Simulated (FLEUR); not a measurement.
**How the basis cutoff moves the magnetism of 1 ML Co on Os(0001), hcp site, 2 substrate layers**

Aim: see how far the moments and order energies of 1 ML Co on Os(0001), hcp site, 2 substrate layers move with the basis cutoff, and what each rung costs.

Main program and level: FLEUR MaX-R8.1; LDA (VWN); all-electron FLAPW film, Dirac cores, scalar-relativistic bands.

This is a report of a sequence of runs, with most program output left out.

## Step 1: Set-up

The cell holds 3 atoms: 2 Os and 1 Co. Its edges and angles: a = 2.734 Å, b = 2.734 Å, c = 18.247 Å, α = 90.0°, β = 90.0°, γ = 120.0°. Pseudomorphic film on a typed substrate lattice, hard-sphere layer spacings, unrelaxed. Vacuum lies along c.

Coordinates:

```
Os Co
1.0
     2.73410    0.00000    0.00000
    -1.36705    2.36780    0.00000
     0.00000    0.00000   18.24724
Os Co
2 1
Direct
  0.00000 0.00000 0.38362
  0.66667 0.33333 0.50199
  0.00000 0.00000 0.61638
```

## Step 2: Rung 1 (Kmax 2.16 1/bohr), start ferro +

The ladder starts at a small basis and climbs, to see from where on the results stand still.

inpgen writes inp.xml from crystal.txt; cutoffs, mixing, functional, smearing and local orbitals are then set in the file. The k list default-1 (kpts.xml, not shown) is a Γ-centred 12×12×1 mesh; where the ranks do not divide the number of points, some are split in two of half the weight.

Contents of inp.xml:

```
<?xml version="1.0" encoding="UTF-8" standalone="no"?>
<fleurInput fleurInputVersion="0.39">
   <comment>
      CoOs2
   </comment>
   <calculationSetup>
      <cutoffs Kmax="2.16" Gmax="6.5" GmaxXC="6.5" numbands="0"/>
      <scfLoop itmax="120" minDistance="0.00002" maxIterBroyd="15" imix="Anderson" alpha="0.03" precondParam="0.0" spinf="2.0" sdNocoIR="T"/>
      <coreElectrons ctail="T" frcor="F" kcrel="0" coretail_lmax="0"/>
      <xcFunctional name="vwn" relativisticCorrections="F"/>
      <magnetism jspins="2"/>
      <soc l_soc="F" theta="0.0" phi="0.0" spav="F"/>
      <expertModes spex="0" secvar="F"/>
      <geometryOptimization l_f="F" forcealpha="1.0" forcemix="BFGS" epsdisp="0.00001" epsforce="0.00001"/>
      <ldaU l_linMix="F" mixParam="0.05" spinf="1.0"/>
   </calculationSetup>
   <cell>
      <bzIntegration valenceElectrons="45.0" mode="hist" fermiSmearingEnergy="0.00183747">
         <kPointListSelection listName="default-1"/>
         <xi:include xmlns:xi="http://www.w3.org/2001/XInclude" href="kpts.xml"> </xi:include>
      </bzIntegration>
      <xi:include xmlns:xi="http://www.w3.org/2001/XInclude" href="sym.xml"> </xi:include>
      <filmLattice scale="1.0" dVac="13.53" dTilda="16.03">
         <bravaisMatrixFilm>
            <row-1>    5.1667001356448914     0.0000000143052268</row-1>
            <row-2>   -2.5833500802096001     4.4744935640505812</row-2>
         </bravaisMatrixFilm>
         <vacuumEnergyParameters vacuum="1" spinUp="-.25" spinDown="-.25"/>
         <vacuumEnergyParameters vacuum="2" spinUp="-.25" spinDown="-.25"/>
      </filmLattice>
   </cell>
   <atomSpecies>
      <species name="Osmium (Os)" element="Os" atomicNumber="76">
         <mtSphere radius="2.35" gridPoints="777" logIncrement="0.017"/>
         <atomicCutoffs lmax="8" lnonsphr="6"/>
         <electronConfig flipSpins="F">
            <coreConfig>(1s1/2) (2s1/2) (2p1/2) (2p3/2) (3s1/2) (3p1/2) (3p3/2) (4s1/2) (3d3/2) (3d5/2) (4p1/2) (4p3/2) (5s1/2) (4d3/2) (4d5/2) (4f5/2) (4f7/2)</coreConfig>
            <valenceConfig>(5p1/2) (5p3/2) (6s1/2) (5d3/2) (5d5/2)</valenceConfig>
            <stateOccupation state="(5d3/2)" spinUp="1.200000" spinDown="1.200000"/>
            <stateOccupation state="(5d5/2)" spinUp="1.800000" spinDown="1.800000"/>
         </electronConfig>
         <energyParameters s="6" p="6" d="5" f="5"/>
         <lo type="SCLO" l="1" n="5" eDeriv="0"/>
      </species>
      <species name="Cobalt (Co2.000" element="Co" atomicNumber="27">
         <mtSphere radius="2.35" gridPoints="777" logIncrement="0.016"/>
         <atomicCutoffs lmax="8" lnonsphr="6"/>
         <electronConfig flipSpins="F">
            <coreConfig>(1s1/2) (2s1/2) (2p1/2) (2p3/2)</coreConfig>
            <valenceConfig>(3s1/2) (3p1/2) (3p3/2) (4s1/2) (3d3/2) (3d5/2)</valenceConfig>
            <stateOccupation state="(3d3/2)" spinUp="1.5" spinDown="1.3"/>
            <stateOccupation state="(3d5/2)" spinUp="3.0" spinDown="1.2"/>
         </electronConfig>
         <energyParameters s="4" p="4" d="3" f="4"/>
         <lo type="SCLO" l="0" n="3" eDeriv="0"/>
         <lo type="SCLO" l="1" n="3" eDeriv="0"/>
      </species>
   </atomSpecies>
   <atomGroups>
      <atomGroup species="Osmium (Os)">
         <filmPos label="                   1">.0000000000 .0000000000 -4.0130478001</filmPos>
         <force calculate="T" relaxXYZ="TTT"/>
      </atomGroup>
      <atomGroup species="Osmium (Os)">
         <filmPos label="                   2">-1.000/3.000 1.000/3.000 .0684818090</filmPos>
         <force calculate="T" relaxXYZ="TTT"/>
      </atomGroup>
      <atomGroup species="Cobalt (Co2.000">
         <filmPos label="                   3">.0000000000 .0000000000 4.0130478001</filmPos>
         <force calculate="T" relaxXYZ="TTT"/>
      </atomGroup>
   </atomGroups>
   <output dos="F" band="F" slice="F">
      <bandDOS minEnergy="-.5*Htr" maxEnergy="0.5*Htr" sigma="0.015" storeEVData="T"/>
      <plotting iplot="0" polar="F">
         <plot TwoD="T" vec1="  1.0  0.0  0.0" vec2="  0.0  1.0  0.0" vec3="  0.0  0.0  1.0" zero="  0.0  0.0 -0.5" file="plot"/>
      </plotting>
      <moessbauerParams electricFieldGradient="F" isomerShift="F" coreHyperfine="F" valenceHyperfine="F"/>
   </output>
</fleurInput>
```

Contents of crystal.txt:

```
CoOs2
&input film=T cartesian=F /
2.73409996739  0.00000000757  0.00000000000
-1.36704999025  2.36780002446  0.00000000000
0.00000000000  0.00000000000  1.00000000000
1.8897261246
1.0 1.0 1.0

3
76 0.00000000000  0.00000000000  -4.01304780007
76 0.66666666667  0.33333333333  0.06848180900
27 0.00000000000  0.00000000000  4.01304780007 : 2.000

&kpt div1=12 div2=12 div3=1 gamma=T /
```

Run with:

```
> OMP_NUM_THREADS=1 inpgen -f crystal.txt > inpgen.log  # inp.xml is then edited as shown
> OMP_NUM_THREADS=1 mpirun -n 4 fleur_MPI > fleur.log
```

The job ended after 22 s (4 MPI ranks of Intel Xeon 6975P-C (Granite Rapids), shared host; peak memory 0.28 GiB; 87 s of CPU time).

The spin moment in the muffin-tin sphere vanishes on all atoms.

Numbers from this step:

```
free energy                                                       : -977805.4689 eV
program's band gap on this mesh (in a metal only a level spacing) : 1.90e-6 eV
final state                                                       : non-magnetic
```

After 66 cycles the seed has died away: no moment is left.

## Step 3: Rung 1 (Kmax 2.16 1/bohr), start antiferro q=(0,1/2,0) +-

The second start gives the energy difference between the two end states, the quantity that is followed up the ladder. Its q is in fractions of the primitive cell's reciprocal vectors.

The k list default-1 (kpts.xml, not shown) is a Γ-centred 12×6×1 mesh.

Changes to inp.xml since step 2:

```diff
@@ -17,3 +17,3 @@
    <cell>
-      <bzIntegration valenceElectrons="45.0" mode="hist" fermiSmearingEnergy="0.00183747">
+      <bzIntegration valenceElectrons="90.0" mode="hist" fermiSmearingEnergy="0.00183747">
          <kPointListSelection listName="default-1"/>
@@ -24,4 +24,4 @@
          <bravaisMatrixFilm>
-            <row-1>    5.1667001356448914     0.0000000143052268</row-1>
-            <row-2>   -2.5833500802096001     4.4744935640505812</row-2>
+            <row-1>    5.1667001972688604     0.0000000000000000</row-1>
+            <row-2>   -5.1667001972688604     8.9489870356557599</row-2>
          </bravaisMatrixFilm>
@@ -57,2 +57,15 @@
       </species>
+      <species name="Cobalt (Co-2.000" element="Co" atomicNumber="27">
+         <mtSphere radius="2.35" gridPoints="777" logIncrement="0.016"/>
+         <atomicCutoffs lmax="8" lnonsphr="6"/>
+         <electronConfig flipSpins="F">
+            <coreConfig>(1s1/2) (2s1/2) (2p1/2) (2p3/2)</coreConfig>
+            <valenceConfig>(3s1/2) (3p1/2) (3p3/2) (4s1/2) (3d3/2) (3d5/2)</valenceConfig>
+            <stateOccupation state="(3d3/2)" spinUp="1.3" spinDown="1.5"/>
+            <stateOccupation state="(3d5/2)" spinUp="1.2" spinDown="3.0"/>
+         </electronConfig>
+         <energyParameters s="4" p="4" d="3" f="4"/>
+         <lo type="SCLO" l="0" n="3" eDeriv="0"/>
+         <lo type="SCLO" l="1" n="3" eDeriv="0"/>
+      </species>
    </atomSpecies>
@@ -64,3 +77,11 @@
       <atomGroup species="Osmium (Os)">
-         <filmPos label="                   2">-1.000/3.000 1.000/3.000 .0684818090</filmPos>
+         <filmPos label="                   2">.0000000000 1.000/2.000 -4.0130478001</filmPos>
+         <force calculate="T" relaxXYZ="TTT"/>
+      </atomGroup>
+      <atomGroup species="Osmium (Os)">
+         <filmPos label="                   3">-1.000/3.000 1.000/6.000 .0684818090</filmPos>
+         <force calculate="T" relaxXYZ="TTT"/>
+      </atomGroup>
+      <atomGroup species="Osmium (Os)">
+         <filmPos label="                   4">-1.000/3.000 -1.000/3.000 .0684818090</filmPos>
          <force calculate="T" relaxXYZ="TTT"/>
@@ -68,3 +89,7 @@
       <atomGroup species="Cobalt (Co2.000">
-         <filmPos label="                   3">.0000000000 .0000000000 4.0130478001</filmPos>
+         <filmPos label="                   5">.0000000000 .0000000000 4.0130478001</filmPos>
+         <force calculate="T" relaxXYZ="TTT"/>
+      </atomGroup>
+      <atomGroup species="Cobalt (Co-2.000">
+         <filmPos label="                   6">.0000000000 1.000/2.000 4.0130478001</filmPos>
          <force calculate="T" relaxXYZ="TTT"/>
```

Contents of crystal.txt:

```
CoOs2
&input film=T cartesian=F /
2.73410000000  0.00000000000  0.00000000000
-2.73410000000  4.73560000000  0.00000000000
0.00000000000  0.00000000000  1.00000000000
1.8897261246
1.0 1.0 1.0

6
76 0.00000000000  0.00000000000  -4.01304780007
76 0.00000000000  0.50000000000  -4.01304780007
76 0.66666650000  0.16666650000  0.06848180900
76 0.66666650000  0.66666650000  0.06848180900
27 0.00000000000  0.00000000000  4.01304780007 : 2.000
27 0.00000000000  0.50000000000  4.01304780007 : -2.000

&kpt div1=12 div2=6 div3=1 gamma=T /
```

Run time: 3.2 min. Hardware: 4 MPI ranks; peak memory 1.1 GiB; 13 min of CPU time.

The spin moment in the muffin-tin sphere vanishes on all atoms.

This step gave:

```yaml
free_energy: -1955610.9377 eV
program_s_band_gap_on_this_mesh_in_a_metal_only_a_level_spacing: 0 eV
final_state: non-magnetic
```

This start lies +0.0 meV a seeded atom from the first; its moments have collapsed.

## Step 4: Rung 2 (Kmax 2.7 1/bohr), start ferro +

The k list default-1 (kpts.xml, not shown) is a Γ-centred 12×12×1 mesh.

Changes to inp.xml since step 3:

```diff
@@ -6,3 +6,3 @@
    <calculationSetup>
-      <cutoffs Kmax="2.16" Gmax="6.5" GmaxXC="6.5" numbands="0"/>
+      <cutoffs Kmax="2.7" Gmax="8.1" GmaxXC="8.1" numbands="0"/>
       <scfLoop itmax="120" minDistance="0.00002" maxIterBroyd="15" imix="Anderson" alpha="0.03" precondParam="0.0" spinf="2.0" sdNocoIR="T"/>
@@ -17,3 +17,3 @@
    <cell>
-      <bzIntegration valenceElectrons="90.0" mode="hist" fermiSmearingEnergy="0.00183747">
+      <bzIntegration valenceElectrons="45.0" mode="hist" fermiSmearingEnergy="0.00183747">
          <kPointListSelection listName="default-1"/>
@@ -24,4 +24,4 @@
          <bravaisMatrixFilm>
-            <row-1>    5.1667001972688604     0.0000000000000000</row-1>
-            <row-2>   -5.1667001972688604     8.9489870356557599</row-2>
+            <row-1>    5.1667001356448914     0.0000000143052268</row-1>
+            <row-2>   -2.5833500802096001     4.4744935640505812</row-2>
          </bravaisMatrixFilm>
@@ -57,15 +57,2 @@
       </species>
-      <species name="Cobalt (Co-2.000" element="Co" atomicNumber="27">
-         <mtSphere radius="2.35" gridPoints="777" logIncrement="0.016"/>
-         <atomicCutoffs lmax="8" lnonsphr="6"/>
-         <electronConfig flipSpins="F">
-            <coreConfig>(1s1/2) (2s1/2) (2p1/2) (2p3/2)</coreConfig>
-            <valenceConfig>(3s1/2) (3p1/2) (3p3/2) (4s1/2) (3d3/2) (3d5/2)</valenceConfig>
-            <stateOccupation state="(3d3/2)" spinUp="1.3" spinDown="1.5"/>
-            <stateOccupation state="(3d5/2)" spinUp="1.2" spinDown="3.0"/>
-         </electronConfig>
-         <energyParameters s="4" p="4" d="3" f="4"/>
-         <lo type="SCLO" l="0" n="3" eDeriv="0"/>
-         <lo type="SCLO" l="1" n="3" eDeriv="0"/>
-      </species>
    </atomSpecies>
@@ -77,11 +64,3 @@
       <atomGroup species="Osmium (Os)">
-         <filmPos label="                   2">.0000000000 1.000/2.000 -4.0130478001</filmPos>
-         <force calculate="T" relaxXYZ="TTT"/>
-      </atomGroup>
-      <atomGroup species="Osmium (Os)">
-         <filmPos label="                   3">-1.000/3.000 1.000/6.000 .0684818090</filmPos>
-         <force calculate="T" relaxXYZ="TTT"/>
-      </atomGroup>
-      <atomGroup species="Osmium (Os)">
-         <filmPos label="                   4">-1.000/3.000 -1.000/3.000 .0684818090</filmPos>
+         <filmPos label="                   2">-1.000/3.000 1.000/3.000 .0684818090</filmPos>
          <force calculate="T" relaxXYZ="TTT"/>
@@ -89,7 +68,3 @@
       <atomGroup species="Cobalt (Co2.000">
-         <filmPos label="                   5">.0000000000 .0000000000 4.0130478001</filmPos>
-         <force calculate="T" relaxXYZ="TTT"/>
-      </atomGroup>
-      <atomGroup species="Cobalt (Co-2.000">
-         <filmPos label="                   6">.0000000000 1.000/2.000 4.0130478001</filmPos>
+         <filmPos label="                   3">.0000000000 .0000000000 4.0130478001</filmPos>
          <force calculate="T" relaxXYZ="TTT"/>
```

Contents of crystal.txt:

```
CoOs2
&input film=T cartesian=F /
2.73409996739  0.00000000757  0.00000000000
-1.36704999025  2.36780002446  0.00000000000
0.00000000000  0.00000000000  1.00000000000
1.8897261246
1.0 1.0 1.0

3
76 0.00000000000  0.00000000000  -4.01304780007
76 0.66666666667  0.33333333333  0.06848180900
27 0.00000000000  0.00000000000  4.01304780007 : 2.000

&kpt div1=12 div2=12 div3=1 gamma=T /
```

It took 17 s on 4 MPI ranks; peak memory 0.29 GiB; 66 s of CPU time.

This step gave:

```yaml
free_energy: -977844.4683 eV
program_s_band_gap_on_this_mesh_in_a_metal_only_a_level_spacing: 0.01337 eV
magnetization: 1.395 μB
final_state: ferromagnetic, with opposed induced moments
largest_moment: 1.542 μB
```

The largest moment moves by +1.54 μB from rung 1, at 0.77 times its CPU time.

## Step 5: Rung 2 (Kmax 2.7 1/bohr), start antiferro q=(0,1/2,0) +-

The k list default-1 (kpts.xml, not shown) is a Γ-centred 12×6×1 mesh.

Changes to inp.xml since step 4:

```diff
@@ -17,3 +17,3 @@
    <cell>
-      <bzIntegration valenceElectrons="45.0" mode="hist" fermiSmearingEnergy="0.00183747">
+      <bzIntegration valenceElectrons="90.0" mode="hist" fermiSmearingEnergy="0.00183747">
          <kPointListSelection listName="default-1"/>
@@ -24,4 +24,4 @@
          <bravaisMatrixFilm>
-            <row-1>    5.1667001356448914     0.0000000143052268</row-1>
-            <row-2>   -2.5833500802096001     4.4744935640505812</row-2>
+            <row-1>    5.1667001972688604     0.0000000000000000</row-1>
+            <row-2>   -5.1667001972688604     8.9489870356557599</row-2>
          </bravaisMatrixFilm>
@@ -57,2 +57,15 @@
       </species>
+      <species name="Cobalt (Co-2.000" element="Co" atomicNumber="27">
+         <mtSphere radius="2.35" gridPoints="777" logIncrement="0.016"/>
+         <atomicCutoffs lmax="8" lnonsphr="6"/>
+         <electronConfig flipSpins="F">
+            <coreConfig>(1s1/2) (2s1/2) (2p1/2) (2p3/2)</coreConfig>
+            <valenceConfig>(3s1/2) (3p1/2) (3p3/2) (4s1/2) (3d3/2) (3d5/2)</valenceConfig>
+            <stateOccupation state="(3d3/2)" spinUp="1.3" spinDown="1.5"/>
+            <stateOccupation state="(3d5/2)" spinUp="1.2" spinDown="3.0"/>
+         </electronConfig>
+         <energyParameters s="4" p="4" d="3" f="4"/>
+         <lo type="SCLO" l="0" n="3" eDeriv="0"/>
+         <lo type="SCLO" l="1" n="3" eDeriv="0"/>
+      </species>
    </atomSpecies>
@@ -64,3 +77,11 @@
       <atomGroup species="Osmium (Os)">
-         <filmPos label="                   2">-1.000/3.000 1.000/3.000 .0684818090</filmPos>
+         <filmPos label="                   2">.0000000000 1.000/2.000 -4.0130478001</filmPos>
+         <force calculate="T" relaxXYZ="TTT"/>
+      </atomGroup>
+      <atomGroup species="Osmium (Os)">
+         <filmPos label="                   3">-1.000/3.000 1.000/6.000 .0684818090</filmPos>
+         <force calculate="T" relaxXYZ="TTT"/>
+      </atomGroup>
+      <atomGroup species="Osmium (Os)">
+         <filmPos label="                   4">-1.000/3.000 -1.000/3.000 .0684818090</filmPos>
          <force calculate="T" relaxXYZ="TTT"/>
@@ -68,3 +89,7 @@
       <atomGroup species="Cobalt (Co2.000">
-         <filmPos label="                   3">.0000000000 .0000000000 4.0130478001</filmPos>
+         <filmPos label="                   5">.0000000000 .0000000000 4.0130478001</filmPos>
+         <force calculate="T" relaxXYZ="TTT"/>
+      </atomGroup>
+      <atomGroup species="Cobalt (Co-2.000">
+         <filmPos label="                   6">.0000000000 1.000/2.000 4.0130478001</filmPos>
          <force calculate="T" relaxXYZ="TTT"/>
```

Contents of crystal.txt:

```
CoOs2
&input film=T cartesian=F /
2.73410000000  0.00000000000  0.00000000000
-2.73410000000  4.73560000000  0.00000000000
0.00000000000  0.00000000000  1.00000000000
1.8897261246
1.0 1.0 1.0

6
76 0.00000000000  0.00000000000  -4.01304780007
76 0.00000000000  0.50000000000  -4.01304780007
76 0.66666650000  0.16666650000  0.06848180900
76 0.66666650000  0.66666650000  0.06848180900
27 0.00000000000  0.00000000000  4.01304780007 : 2.000
27 0.00000000000  0.50000000000  4.01304780007 : -2.000

&kpt div1=12 div2=6 div3=1 gamma=T /
```

Run time: 2.7 min. Hardware: 4 MPI ranks; peak memory 1.1 GiB.

Read from the output:

```yaml
free_energy: -1955688.7237 eV
magnetization: 0 μB
final_state: antiferromagnetic
largest_moment: 1.340 μB
```

This start lies +106.4 meV a seeded atom from the first, a change of +106.4 meV since rung 1; its largest moment is 1.34 μB.

(Part 1 of 3 ends here.)

[Logs and program files are shortened in this print: banners, set-up blocks, solver, clock and traceback lines can be left out without a mark of their own.]

[Logs are printed without paths, hosts, clocks, repeated set-up lines and the standing remarks that a program may print on its own settings, such as how far it seeks lower states.]

[Hosts, paths, dates, database ids (printed as entryN), source tags and the programs' standing remarks are cut or masked in the printed files.]

[Where a cell is said to come from a database of computed structures, the database is the Materials Project.]
